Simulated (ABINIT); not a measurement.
Crystal: PbSe (Clausthalite).

```
Pb Se
1.0
     0.00000    3.06065    3.06065
     3.06065    0.00000    3.06065
     3.06065    3.06065    0.00000
Pb Se
1 1
Cartesian
  0.0000 0.0000 0.0000
  3.0606 3.0606 3.0606
```

Base run:

* Program: ABINIT 10.8.3 (patched build)
* Functional: PBEsol
* Potentials or basis: JTH PAW PBE v2.0
* Cutoff: 463 eV
* k mesh: 8 × 8 × 8
* Occupations: fermi-dirac, width 0.05 eV
* Spin: no spin polarisation

Its results: band gap on the k mesh 0.20 eV, direct.

Task: After a change of settings the same cell gave: band gap on the k mesh 0.26 eV, direct. Which change was it?
A. functional from PBEsol to AM05
B. functional from PBEsol to BLYP
C. functional from PBEsol to HLE16
D. functional from PBEsol to HCTH407

Result: A.

Caveats: spin-orbit coupling is left out, which as a rule narrows the gap of such compounds by several tenths of an eV.
